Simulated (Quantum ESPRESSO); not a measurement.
The system is CoO.

```xyz
2
Lattice="2.8563 0.0000 0.0000 -1.4281 2.4736 0.0000 0.0000 0.0000 2.7876" Properties=species:S:1:pos:R:3 pbc="T T T"
Co    0.0000    0.0000    0.0000
O     1.4281    0.8245    1.3938
```

Measurements of this composition are mostly on another form, of space group No. 225.

```yaml
Program: Quantum ESPRESSO 7.5
Task: single point
Functional: PBE
Potentials_or_basis: SSSP 1.3 efficiency PBE
Cutoff: 748 eV
Density_cutoff: 5987 eV
k_mesh: 11 × 11 × 10
Occupations: fermi-dirac, width 0.05 eV
Spin: collinear spin, ferromagnetic start
Starting_moments: "[2.0, 0.0] μB"
```

On this cell: pressure -9.0 GPa; largest force under 0.003 eV/Å; net moment 3.00 μB per cell; site moments Co +2.53; O +0.42 μB; band gap on the k mesh none (metal or under the smearing width).

The same run follows on a disturbed copy (atoms moved at random, drawn with an rms of 0.05 Å):

```
Co O
1.0
     2.85630    0.00000    0.00000
    -1.42815    2.47363    0.00000
     0.00000    0.00000    2.78761
Co O
1 1
Direct
  0.01178 0.00457 0.98102
  0.64543 0.32787 0.50756
```

What does the disturbed cell give?

The energy (extrapolated to zero smearing) moves by +5.0 meV/atom; pressure -8.0 GPa; largest force 0.212 eV/Å; net moment 3.00 μB per cell; site moments Co +2.49; O +0.41 μB; band gap on the k mesh none (metal or under the smearing width).

Forces on the atoms (eV/Å):
```
Co  -0.189 -0.060  0.074
O    0.189  0.060 -0.074
```

Stress tensor (GPa, compression positive):
```
 -6.58   0.16  -1.01
  0.16  -6.82  -0.40
 -1.01  -0.40 -10.50
```

Caveats: a cell with one magnetic atom can't hold antiferromagnetic order, which such compounds often take; semilocal functionals often make such compounds metallic where correlation or magnetic order opens a gap, which also shifts bond lengths.
